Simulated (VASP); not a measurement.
# Mo (Im-3m) in VASP: further runs

Runs on Mo. Level: LDA. Tasks: single point.

Everything below comes from runs of VASP 6.6.1. Logs are shortened: lines on timing, memory, paths and dates and some standing lists are left out, and cuts for length are marked.

### Step 1. The undisturbed crystal

It takes space group Im-3m (No. 229, cubic). The conventional cell has a = 3.168 Å, b = 3.168 Å, c = 3.168 Å, α = 90.00°, β = 90.00°, γ = 90.00°. Around Mo (site symmetry m-3m) lie 8 Mo at 2.74 Å.

### Step 2. Single point, LDA (grid = ENCUT=400 dk=0.27 cell=2x2x2 ISMEAR=1 SIGMA=0.1 LREAL=Auto EDIFF=1e-06)

File INCAR:

```
  PREC = Accurate
  ENCUT = 400
  EDIFF = 1E-6
  ISMEAR = 1
  SIGMA = 0.1
  LREAL = Auto
  LASPH = True
  NELM = 120
  ALGO = Fast
  ISIF = 2
  LWAVE = False
  LCHARG = False
  NBANDS = 64
```

File KPOINTS:

```
regular mesh
0
Gamma
  6 6 6
```

File POSCAR:

```
Mo
1.0
   -3.1676179438      3.1676179438      3.1676179438
    3.1676179438     -3.1676179438      3.1676179438
    3.1676179438      3.1676179438     -3.1676179438
Mo
8
Direct
    0.0000000000      0.0000000000      0.0000000000
    0.0000000000      0.0000000000      0.5000000000
    0.0000000000      0.5000000000      0.0000000000
    0.0000000000      0.5000000000      0.5000000000
    0.5000000000      0.0000000000      0.0000000000
    0.5000000000      0.0000000000      0.5000000000
    0.5000000000      0.5000000000      0.0000000000
    0.5000000000      0.5000000000      0.5000000000
```

Potentials or basis: VASP PAW LDA potentials, release 64 (Mo_sv).

Started as:

```console
> cat potpaw_LDA.64/Mo_sv/POTCAR > POTCAR
> mpirun -np 1 vasp_std > vasp.out
```

OUTCAR:

```text
PREC = Accurate
   ENCUT = 400
   EDIFF = 1E-6
   ISMEAR = 1
   LREAL = Auto
   LASPH = True
   NELM = 120
   ISIF = 2

 Found     16 irreducible k-points:

 Following reciprocal coordinates:
            Coordinates               Weight
  0.000000  0.000000  0.000000      1.000000
  0.166667  0.000000  0.000000     12.000000
  0.333333  0.000000  0.000000     12.000000
  0.500000  0.000000  0.000000      6.000000
  0.166667  0.166667  0.000000     24.000000
  0.333333  0.166667  0.000000     48.000000
   k-points           NKPTS =     16   k-points in BZ     NKDIM =     16   number of bands    NBANDS=     64
   number of dos      NEDOS =    301   number of ions     NIONS =      8
   total plane-waves  NPLWV =  46656
   dimension x,y,z NGX =    36 NGY =   36 NGZ =   36
   dimension x,y,z NGXF=    72 NGYF=   72 NGZF=   72
   ions per type =               8
   NGX,Y,Z   is equivalent  to a cutoff of  10.91, 10.91, 10.91 a.u.
   NGXF,Y,Z  is equivalent  to a cutoff of  21.82, 21.82, 21.82 a.u.
 SYSTEM =  unknown system
   PREC   = accura    normal or accurate (medium, high low for compatibility)
   ISTART =      0    job   : 0-new  1-cont  2-samecut
   ICHARG =      2    charge: 1-file 2-atom 10-const
   ISPIN  =      1    spin polarized calculation?
   LNONCOLLINEAR =      F non collinear calculations
   LSORBIT =      F    spin-orbit coupling
   LASPH  =      T    aspherical Exc in radial PAW
   ENCUT  =  400.0 eV  29.40 Ry    5.42 a.u.   8.95  8.95  8.95*2*pi/ulx,y,z
   NELM   =    120;   NELMIN=  2; NELMDL= -5     # of ELM steps
   EDIFF  = 0.1E-05   stopping-criterion for ELM
   LREAL  =      T    real-space projection
   EDIFFG = 0.1E-04   stopping-criterion for IOM
   NSW    =      0    number of steps for IOM
   IBRION =     -1    ionic relax: 0-MD 1-quasi-New 2-CG
   NFREE  =      0    steps in history (QN), initial steepest desc. (CG)
   ISIF   =      2    stress and relaxation
   ISYM   =      2    0-nonsym 1-usesym 2-fastsym
   POTIM  = 0.5000    time-step for ionic-motion
   TEBEG  =    0.0;   TEEND  =   0.0 temperature during run
   PSTRESS=    0.0 pullay stress
   NELECT =     112.0000    total number of electrons
   NUPDOWN=      -1.0000    fix difference up-down
   EMIN   =  10.00;   EMAX   =-10.00  energy-range for DOS
   EFERMI =   0.00;   METHOD = LEGACY
   ISMEAR =     1;   SIGMA  =   0.10  broadening in eV -4-tet -1-fermi 0-gaus
   EFERMI_NEDOS =   21; number of points for ismear=-14 and -15
   IALGO  =     68    algorithm
   IMIX   =      4    mixing-type and parameters
     AMIX     =   0.40;   BMIX     =  1.00
     AMIX_MAG =   1.60;   BMIX_MAG =  1.00
  volume/ion in A,a.u.               =      15.89       107.24
  Fermi-wavevector in a.u.,A,eV,Ry     =   1.569380  2.965698 33.510508  2.462953
  Thomas-Fermi vector in A             =   2.671271
   LORBIT       =      0    0 simple, 1 ext, 2 COOP (PROOUT), +10 PAW based schemes
   GGA     = CA    functional components
   LHFCALC =     F    Hartree Fock is set to
   AEXX    =    0.0000 exact exchange contribution
   IVDW    =     0    specifies the selected vdW correction
   LEPSILON=     F    determine dielectric tensor
   LRPA    =     F    only Hartree local field effects (RPA)
 non-spin polarized calculation
 RMM-DIIS sequential band-by-band and
 Methfessel and Paxton  Order N= 1 SIGMA  =   0.10
  energy-cutoff  :      400.00
  volume of cell :      127.13
 maximum number of plane-waves:      2336
   NGX = 17   NGY = 17   NGZ = 17

 number of electron     112.0000045 magnetization

 Free energy of the ion-electron system (eV)
  ---------------------------------------------------
  ext. energy  EPLUGINS =         0.00000000
  ---------------------------------------------------
  free energy    TOTEN  =       -96.90161997 eV

  energy without entropy =      -96.89952288  energy(sigma->0) =      -96.90092094

 E-fermi :  12.1470     XC(G=0): -13.5118

 val. band max:       12.0855949175   @ k =  -0.3333   0.5000   0.1667
 cond. band min:      12.1521572566   @ k =   0.1667   0.0000   0.0000
 fundamental gap:      0.0665623390
 Fermi energy:        12.1470438023

 k-point     1 :       0.0000    0.0000    0.0000
  band No.  band energies     occupation
      1     -48.7290      2.00000
      2     -48.4748      2.00000
      3     -48.4748      2.00000
      4     -48.4748      2.00000
      5     -48.4748      2.00000
      6     -48.4748      2.00000
[... 56 lines left out ...]
     63      13.8248     -0.00000
     64      13.8707     -0.00000

 k-point     2 :       0.1667    0.0000    0.0000
  band No.  band energies     occupation
      1     -48.7124      2.00000
      2     -48.4922      2.00000
      3     -48.4749      2.00000
      4     -48.4749      2.00000
      5     -48.4749      2.00000
      6     -48.4749      2.00000
[... 56 lines left out ...]
     63      13.8006     -0.00000
     64      13.9101     -0.00000

 k-point     3 :       0.3333    0.0000    0.0000
  band No.  band energies     occupation
      1     -48.6666      2.00000
      2     -48.5395      2.00000
      3     -48.4751      2.00000
      4     -48.4751      2.00000
      5     -48.4751      2.00000
      6     -48.4751      2.00000
[... 56 lines left out ...]
     63      13.6277     -0.00000
     64      13.6974     -0.00000

 k-point     4 :       0.5000    0.0000    0.0000
  band No.  band energies     occupation
      1     -48.6034      2.00000
      2     -48.6034      2.00000
      3     -48.4751      2.00000
      4     -48.4751      2.00000
      5     -48.4751      2.00000
      6     -48.4751      2.00000
[... 56 lines left out ...]
     63      13.4638     -0.00000
     64      13.4641     -0.00000

 k-point     5 :       0.1667    0.1667    0.0000
  band No.  band energies     occupation
      1     -48.6811      2.00000
      2     -48.5073      2.00000
      3     -48.5073      2.00000
      4     -48.4853      2.00000
      5     -48.4600      2.00000
      6     -48.4528      2.00000
[... 56 lines left out ...]
     63      13.6702     -0.00000
     64      13.8834     -0.00000

 k-point     6 :       0.3333    0.1667    0.0000
  band No.  band energies     occupation
      1     -48.6266      2.00000
      2     -48.5630      2.00000
      3     -48.5160      2.00000
      4     -48.4914      2.00000
      5     -48.4514      2.00000
      6     -48.4470      2.00000
[... 56 lines left out ...]
     63      13.5978     -0.00000
     64      13.8088     -0.00000

 [... further k-points ...]

------------------------ aborting loop because EDIFF is reached ----------------------------------------

  FORCE on cell =-STRESS in cart. coord.  units (eV):
  Direction    XX          YY          ZZ          XY          YZ          ZX
  --------------------------------------------------------------------------------------
  -------------------------------------------------------------------------------------
  Total      -10.9992670    -10.9992670    -10.9992670     -0.0000000     -0.0000000     -0.0000000
  in kB     -138.6168266   -138.6168266   -138.6168266     -0.0000000     -0.0000000     -0.0000000
  external PRESSURE =    -138.6168266 kB  Pullay stress =       0.0000000 kB

 VOLUME and BASIS-vectors are now :
 -----------------------------------------------------------------------------
  energy-cutoff  :      400.00
  volume of cell :      127.13
      direct lattice vectors                 reciprocal lattice vectors
    -3.167617944  3.167617944  3.167617944     0.000000000  0.157847319  0.157847319
     3.167617944 -3.167617944  3.167617944     0.157847319  0.000000000  0.157847319
     3.167617944  3.167617944 -3.167617944     0.157847319  0.157847319  0.000000000

 POSITION                                       TOTAL-FORCE (eV/Angst)
 -----------------------------------------------------------------------------------
      0.00000      0.00000      0.00000        -0.000000     -0.000000      0.000000
      1.58381      1.58381     -1.58381         0.000000      0.000000      0.000000
      1.58381     -1.58381      1.58381         0.000000      0.000000      0.000000
      3.16762      0.00000      0.00000         0.000000      0.000000      0.000000
     -1.58381      1.58381      1.58381         0.000000      0.000000      0.000000
      0.00000      3.16762      0.00000        -0.000000     -0.000000      0.000000
      0.00000      0.00000      3.16762         0.000000     -0.000000     -0.000000
      1.58381      1.58381      1.58381        -0.000000     -0.000000     -0.000000
 -----------------------------------------------------------------------------------
    total drift:                                0.000000      0.000000      0.000000

  FREE ENERGIE OF THE ION-ELECTRON SYSTEM (eV)
  ---------------------------------------------------
  free  energy   TOTEN  =       -96.9016199716 eV

  energy  without entropy=      -96.8995228795  energy(sigma->0) =      -96.90092094
```

It took 2.9 min on 1 thread of Intel Xeon Platinum 8259CL at 2.50GHz (Skylake/Cascade Lake), shared host; peak memory 0.2 GiB.

These settings aren't checked as converged: the numbers below hold their error.

What came out:

| Property | Result |
| --- | --- |
| Free energy | -96.9016 eV |
| Pressure | -13.9 GPa |
| Band gap on the k mesh | none (metal or under the smearing width) |

### Step 3. Single point, LDA (grid = ENCUT=650 dk=0.35 cell=2x2x2 ISMEAR=1 SIGMA=0.1 LREAL=Auto EDIFF=1e-06)

INCAR: that of step 2 with these lines changed.

```diff
@@ -1,3 +1,3 @@
   PREC = Accurate
-  ENCUT = 400
+  ENCUT = 650
   EDIFF = 1E-6
```

File KPOINTS:

```
regular mesh
0
Gamma
  5 5 5
```

POSCAR is that of step 2.

Potentials or basis: VASP PAW LDA potentials, release 64 (Mo_sv).

Started as:

```console
> cat potpaw_LDA.64/Mo_sv/POTCAR > POTCAR
> mpirun -np 1 vasp_std > vasp.out
```

Wall time 4.6 min (1 thread of Intel Xeon Platinum 8259CL at 2.50GHz (Skylake/Cascade Lake), shared host); peak memory 0.28 GiB.

The run converged, but some of its settings lie outside the range that counts as converged, so its numbers aren't taken as properties of the crystal.

What came out:

| Quantity | Value |
| --- | --- |
| Free energy | -96.6664 eV |
| Pressure | -13.4 GPa |
| Band gap on the k mesh | none (metal or under the smearing width) |

### Step 4. The reference run

An earlier run on the cell as given: functional PBE; potentials or basis VASP PAW PBE potentials, release 64 (Mo_sv); cutoff 520 eV; k mesh 12 × 12 × 12; occupations fermi-dirac, width 0.05 eV; no spin polarisation.

- Pressure: -1.4 GPa
- Band gap on the k mesh: none (metal or under the smearing width)
